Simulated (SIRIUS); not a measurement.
The system is Ti.

```
Ti
1.0
     2.95000    0.00000    0.00000
    -1.47500    2.55477    0.00000
     0.00000    0.00000    4.68000
Ti
2
Direct
  0.66667 0.33333 0.75000
  0.33333 0.66667 0.25000
```

Base run:

| Item | Value |
| --- | --- |
| Program | SIRIUS 7.10.0 |
| Functional | BLYP |
| Potentials or basis | PseudoDojo 0.4.1 PBE standard (scalar relativistic) |
| Cutoff | 1152 eV |
| Density cutoff | 4606 eV |
| k mesh | 8 × 8 × 5 |
| Occupations | fermi-dirac, width 0.05 eV |
| Spin | no spin polarisation |

Its results: band gap on the k mesh none (metal or under the smearing width); pressure 1.1 GPa.

Question: After a change of settings the same cell gave: band gap on the k mesh none (metal or under the smearing width); pressure -5.6 GPa. Which change was it?
A. functional from BLYP to LDA-PZ; libxc names from ["XC_GGA_X_B88", "XC_GGA_C_LYP"] to ["XC_LDA_X", "XC_LDA_C_PZ"]
B. functional from BLYP to RPBE; libxc names from ["XC_GGA_X_B88", "XC_GGA_C_LYP"] to ["XC_GGA_X_RPBE", "XC_GGA_C_PBE"]
C. functional from BLYP to LDA; libxc names from ["XC_GGA_X_B88", "XC_GGA_C_LYP"] to ["XC_LDA_X", "XC_LDA_C_PW"]
D. functional from BLYP to PBEsol; libxc names from ["XC_GGA_X_B88", "XC_GGA_C_LYP"] to ["XC_GGA_X_PBE_SOL", "XC_GGA_C_PBE_SOL"]

Answer: D.

Caveats: the potentials were made for another functional, which shifts forces and pressure.

Not every run made on this cell is shown here.
